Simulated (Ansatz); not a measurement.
## RbCl (Fm-3m), clamped-ion strain scan

Level of theory: DFT PBE, scalar-relativistic, plane waves, PAW (Ansatz). Cutoff 420 eV, Γ-centred 6×6×6 k-points, Gaussian smearing of 0.05 eV. No spin polarisation. Energies are free energies at this smearing, counted from the undisturbed cell; pressure is positive in compression.

Zero of the scan (as given, not relaxed at this level; it stands at 1.2 GPa):

```xyz
2
Lattice="0.0000 3.2740 3.2740 3.2740 0.0000 3.2740 3.2740 3.2740 0.0000" Properties=species:S:1:pos:R:3 pbc="T T T"
Rb    0.0000    0.0000    0.0000
Cl    3.2740    3.2740    3.2740
```

The cell is strained by ε times the Voigt pattern (0, 0, 0, 0, 0, 1) (xx, yy, zz, yz, xz, xy; engineering shear) with fractional coordinates fixed.

| ε | ΔE (meV/atom) | stress summed along the pattern (GPa, tension positive) | pressure (GPa) |
| --- | --- | --- | --- |
| -0.0200 | 0.2 | -0.0934 | 1.1 |
| -0.0100 | 0.1 | -0.0466 | 1.2 |
| 0.0000 | 0.0 | 0.0000 | 1.2 |
| 0.0025 | 0.0 | 0.0117 | 1.2 |
| 0.0050 | 0.0 | 0.0233 | 1.2 |
| 0.0075 | 0.0 | 0.0350 | 1.2 |
| 0.0125 | 0.1 | 0.0583 | 1.2 |
| 0.0150 | 0.1 | 0.0700 | 1.1 |
| 0.0175 | 0.2 | 0.0817 | 1.1 |

By symmetry 0.0200 repeats -0.0200, -0.0150 repeats 0.0150, 0.0100 repeats -0.0100, -0.0050 repeats 0.0050 in energy, with the opposite slope along the path.